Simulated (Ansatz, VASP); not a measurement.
# Two plane-wave programs on AlN

```xyz
4
Lattice="3.1658 0.0000 0.0000 -1.5829 2.7416 0.0000 0.0000 0.0000 4.2206" Properties=species:S:1:pos:R:3 pbc="T T T"
Al    0.0000    1.8278    3.1654
Al    1.5829    0.9139    1.0551
N     0.0000    1.8278    1.0551
N     1.5829    0.9139    3.1654
```

Alike in both runs: task single point; functional PBE; k mesh 9 × 9 × 6; occupations gaussian, width 0.05 eV; no spin polarisation.

|  | VASP | Ansatz |
| --- | --- | --- |
| version | VASP 6.6.1 | Ansatz 0.2.0 |
| potentials or method | VASP PAW PBE potentials, release 64 (Al, N) | scalar-relativistic, plane waves, PAW |
| plane-wave cutoff (eV) | 520 | 520 |
| valence electrons in the cell | 16 | 16 |

```tsv
	VASP	Ansatz	Ansatz less VASP
gap on the k mesh at the Fermi level (eV)	3.80	3.79	-0.015
least direct gap on the mesh (eV)	3.80	3.79	-0.015
pressure (GPa)	23.2	23.3	+0.15
largest component of the traceless stress (GPa)	12.87	12.95	+0.087
```

Caveats: so large a pressure means that the cell lies far from this level's equilibrium, or that cutoff or potentials fall short (VASP); an odd mesh through Γ misses points on the zone boundary, where band edges often lie.
